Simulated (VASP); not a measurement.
# Ir (Pm-3m) in VASP: further runs, part 2 of 2

VASP 6.6.1. Earlier steps stand in the parts before.

### Step 3. Single point, BLYP

This run uses another cell than the first one, of 19.36 Å³/atom, 1.080 times its volume.

Contents of INCAR:

```
AGGAC = 1.0 ; AGGAX = 1.0
ALDAC = 0.0 ; ALDAX = 1.0
ALGO = Fast ; EDIFF = 1E-6
ENCUT = 520 ; GGA = B5
ISIF = 2 ; ISMEAR = -1
LASPH = T ; LCHARG = F
LREAL = F ; LWAVE = F
NBANDS = 10 ; NELM = 60
PREC = Accurate ; SIGMA = 0.1
```

Contents of KPOINTS:

```
k-points
0
Gamma
  13 13 13
```

Contents of POSCAR:

```
Ir
1.0
    2.6852876240      0.0000000000      0.0000000000
    0.0000000000      2.6852876240      0.0000000000
    0.0000000000      0.0000000000      2.6852876240
Ir
1
Direct
    0.0000000000      0.0000000000      0.0000000000
```

Potentials or basis: VASP PAW PBE potentials, release 64 (Ir).

Started as:

```
> cat potpaw_PBE.64/Ir/POTCAR > POTCAR
> mpirun -np 1 vasp_std > vasp.out
```

OUTCAR:

```text
EDIFF = 1E-6
   ENCUT = 520
   GGA = B5
   ISIF = 2
   ISMEAR = -1
   LASPH = T
   LREAL = F
   NELM = 60
   PREC = Accurate

 ion  position               nearest neighbor table
   1  0.000  0.000  0.000-

  LATTYP: Found a simple cubic cell.
 ALAT       =     2.6852876240

  Lattice vectors:

 A1 = (   2.6852876240,   0.0000000000,   0.0000000000)
 A2 = (   0.0000000000,   2.6852876240,   0.0000000000)
 A3 = (   0.0000000000,   0.0000000000,   2.6852876240)

Analysis of symmetry for initial positions (statically):
=====================================================================
 Subroutine PRICEL returns:
 Original cell was already a primitive cell.

 Routine SETGRP: Setting up the symmetry group for a
 simple cubic supercell.

 Subroutine GETGRP returns: Found 48 space group operations
 (whereof 48 operations were pure point group operations)
 out of a pool of 48 trial point group operations.

The static configuration has the point symmetry O_h .

Analysis of symmetry for dynamics (positions and initial velocities):
=====================================================================
 Subroutine PRICEL returns:
 Original cell was already a primitive cell.

 Routine SETGRP: Setting up the symmetry group for a
 simple cubic supercell.

 Subroutine GETGRP returns: Found 48 space group operations
 (whereof 48 operations were pure point group operations)
 out of a pool of 48 trial point group operations.

The dynamic configuration has the point symmetry O_h .

 Subroutine INISYM returns: Found 48 space group operations
 (whereof 48 operations are pure point group operations),
 and found     1 'primitive' translations

----------------------------------------------------------------------------------------

                                     Primitive cell

  volume of cell :      19.3630

[... 105 lines left out ...]
     AMIX     =   0.40;   BMIX     =  1.00
     AMIX_MAG =   1.60;   BMIX_MAG =  1.00
  volume/ion in A,a.u.               =      19.36       130.67
  Fermi-wavevector in a.u.,A,eV,Ry     =   1.268133  2.396424 21.880368  1.608162
  Thomas-Fermi vector in A             =   2.401244
   LORBIT       =      0    0 simple, 1 ext, 2 COOP (PROOUT), +10 PAW based schemes
   GGA     = B5    functional components
   LHFCALC =     F    Hartree Fock is set to
   AEXX    =    0.0000 exact exchange contribution
   IVDW    =     0    specifies the selected vdW correction
   LEPSILON=     F    determine dielectric tensor
   LRPA    =     F    only Hartree local field effects (RPA)
 non-spin polarized calculation
 RMM-DIIS sequential band-by-band and
  energy-cutoff  :      520.00
  volume of cell :       19.36
 maximum number of plane-waves:       535
 NGX is ok and might be reduce to    20
   NGX =  9   NGY =  9   NGZ =  9

 number of electron       9.0000001 magnetization

 Free energy of the ion-electron system (eV)
  ---------------------------------------------------
  ext. energy  EPLUGINS =         0.00000000
  ---------------------------------------------------
  free energy    TOTEN  =        -6.74352782 eV

  energy without entropy =       -6.68102004  energy(sigma->0) =       -6.71227393

 E-fermi :   6.2258     XC(G=0): -11.3276

 val. band max:        6.2243969648   @ k =   0.2308   0.1538   0.0000
 cond. band min:       6.2316669662   @ k =   0.2308   0.1538   0.1538
 fundamental gap:      0.0072700015
 Fermi energy:         6.2258192393

 k-point     1 :       0.0000    0.0000    0.0000
  band No.  band energies     occupation
      1      -1.5993      2.00000
      2       1.3277      2.00000
      3       1.3277      2.00000
      4       7.2398      0.00008
      5       7.2398      0.00008
      6       7.2398      0.00008
      7      21.0581      0.00000
      8      21.0581      0.00000
      9      21.0581      0.00000
     10      26.7873      0.00000
[... 287 lines left out ...]
 k-point    24 :       0.3846    0.3077    0.0000
  band No.  band energies     occupation
      1       1.7338      2.00000
      2       2.2049      2.00000
      3       5.2086      1.99992
      4       5.5444      1.99781
      5       5.9930      1.82230
      6       7.1843      0.00014
      7      13.6693      0.00000
      8      18.1354      0.00000
      9      22.8077      0.00000
     10      26.9446      0.00000

 [... further k-points ...]
[... 5 lines left out ...]
  --------------------------------------------------------------------------------------
  -------------------------------------------------------------------------------------
  Total       -1.4410472     -1.4410472     -1.4410472      0.0000000      0.0000000     -0.0000000
  in kB     -119.2384605   -119.2384605   -119.2384605      0.0000000      0.0000000     -0.0000000
  external PRESSURE =    -119.2384605 kB  Pullay stress =       0.0000000 kB

 VOLUME and BASIS-vectors are now :
 -----------------------------------------------------------------------------
  energy-cutoff  :      520.00
  volume of cell :       19.36
      direct lattice vectors                 reciprocal lattice vectors
     2.685287624  0.000000000  0.000000000     0.372399586  0.000000000  0.000000000
     0.000000000  2.685287624  0.000000000     0.000000000  0.372399586  0.000000000
     0.000000000  0.000000000  2.685287624     0.000000000  0.000000000  0.372399586

 POSITION                                       TOTAL-FORCE (eV/Angst)
 -----------------------------------------------------------------------------------
      0.00000      0.00000      0.00000         0.000000      0.000000      0.000000
 -----------------------------------------------------------------------------------
    total drift:                                0.000000      0.000000      0.000000

  FREE ENERGIE OF THE ION-ELECTRON SYSTEM (eV)
  ---------------------------------------------------
  free  energy   TOTEN  =        -6.7435278204 eV

  energy  without entropy=       -6.6810200400  energy(sigma->0) =       -6.71227393
```

Wall time 16 s (1 thread of Intel Xeon Platinum 8259CL at 2.50GHz (Skylake/Cascade Lake), shared host); peak memory 0.13 GiB.

What came out:

```yaml
Free_energy: -6.7435 eV
Pressure: -11.9 GPa
Band_gap_on_the_k_mesh: none (metal or under the smearing width)
```

Caveat: the PAW data sets were made with another functional, which shifts forces and pressure a little.

### Step 4. Single point, BLYP

This run uses another cell than the first one, of 18.65 Å³/atom, 1.040 times its volume.

Contents of INCAR:

```
PREC = Accurate
ENCUT = 520
EDIFF = 1E-7
ISMEAR = -1
SIGMA = 0.1
LREAL = False
LASPH = True
NELM = 100
ALGO = Fast
ISIF = 2
LWAVE = False
LCHARG = False
GGA = B5
ALDAX = 1.0
AGGAX = 1.0
AGGAC = 1.0
ALDAC = 0.0
NBANDS = 10
```

Contents of KPOINTS:

```
Automatic mesh
0
Gamma
  13 13 13
```

Contents of POSCAR:

```
Ir
1.0
    2.6517180095      0.0000000000      0.0000000000
    0.0000000000      2.6517180095      0.0000000000
    0.0000000000      0.0000000000      2.6517180095
Ir
1
Direct
    0.0000000000      0.0000000000      0.0000000000
```

Started as:

```
> cat potpaw_PBE.64/Ir/POTCAR > POTCAR
> mpirun -np 1 vasp_std > vasp.out
```

Run time: 33 s. Hardware: 1 thread of Intel Xeon Platinum 8259CL at 2.50GHz (Skylake/Cascade Lake), shared host; peak memory 0.14 GiB.

The run converged. Its results:

* Free energy: -6.7840 eV
* Pressure: -6.0 GPa
* Band gap on the k mesh: none (metal or under the smearing width)

Levels at points of the mesh, in eV from the Fermi level:
```tsv
k point	band 1	band 2	band 3	band 4	band 5	band 6	band 7	band 8
(0.00, 0.00, 0.00)	-8.13	-5.17	-5.17	1.09	1.09	1.09	15.08	15.08
```

Caveat: the PAW data sets were made with another functional, which shifts forces and pressure a little.

### Step 5. Single point, BLYP

This run uses another cell than the first one, of 20.08 Å³/atom, 1.120 times its volume.

Contents of INCAR:

```
PREC     = Accurate       # precision mode
ENCUT    = 520            # plane-wave cutoff, eV
EDIFF    = 1E-7           # SCF threshold, eV
ISMEAR   = -1             # smearing method
SIGMA    = 0.1            # smearing width, eV
LREAL    = False          # projectors in reciprocal space
LASPH    = True           # aspherical terms in the spheres
NELM     = 100            # most SCF steps
ALGO     = Normal         # electronic algorithm
ISIF     = 2              # what is computed and relaxed
LWAVE    = False          # write WAVECAR
LCHARG   = True           # write CHGCAR
GGA      = B5             # functional
ALDAX    = 1.0          
AGGAX    = 1.0          
AGGAC    = 1.0          
ALDAC    = 0.0          
LELF     = True           # ELF
LVHAR    = True         
NBANDS   = 10             # bands
```

KPOINTS is that of step 4.

Contents of POSCAR:

```
Ir
1.0
    2.7180382617      0.0000000000      0.0000000000
    0.0000000000      2.7180382617      0.0000000000
    0.0000000000      0.0000000000      2.7180382617
Ir
1
Direct
    0.0000000000      0.0000000000      0.0000000000
```

Started as:

```
> cat potpaw_PBE.64/Ir/POTCAR > POTCAR
> mpirun -np 1 vasp_std > vasp.out
```

It took 15 s on 1 thread of Intel Xeon Platinum 8259CL at 2.50GHz (Skylake/Cascade Lake), shared host; peak memory 0.13 GiB.

Results (log left out):

* Free energy: -6.6796 eV
* Pressure: -16.5 GPa
* Band gap on the k mesh: none (metal or under the smearing width)

Levels at points of the mesh, in eV from the Fermi level:
| k point | band 1 | band 2 | band 3 | band 4 | band 5 | band 6 | band 7 | band 8 | band 9 |
| --- | --- | --- | --- | --- | --- | --- | --- | --- | --- |
| (0.00, 0.00, 0.00) | -7.54 | -4.65 | -4.65 | 0.95 | 0.95 | 0.95 | 14.59 | 14.59 | 14.59 |

Caveat: so large a pressure means that the cell lies far from this level's equilibrium, or that cutoff or potentials fall short; the potentials were made for another functional, which shifts forces and pressure.

### Step 6. Summary

```csv
cell,k mesh,gap on the mesh (eV),pressure (GPa)
"Pm-3m, 17.93 Å³/atom",20 × 20 × 20,none,1.3
"Pm-3m, 19.36 Å³/atom",13 × 13 × 13,none,-11.9
"Pm-3m, 18.65 Å³/atom",13 × 13 × 13,none,-6.0
"Pm-3m, 20.08 Å³/atom",13 × 13 × 13,none,-16.5
```

Alike in all rows: task single point; level BLYP; potentials or basis VASP PAW PBE potentials, release 64 (Ir); no spin polarisation; cutoff (eV) 520; smearing fermi-dirac 0.1 eV.

Every run on the cell as given and a fine mesh finds a metal.

Caveats: the PAW data sets were made with another functional, which shifts forces and pressure a little (some runs); so large a pressure means that the cell lies far from this level's equilibrium, or that cutoff or potentials fall short (some runs); the potentials were made for another functional, which shifts forces and pressure (some runs).

Total energies depend on the potentials used, so only differences within one code and one set of settings carry meaning.
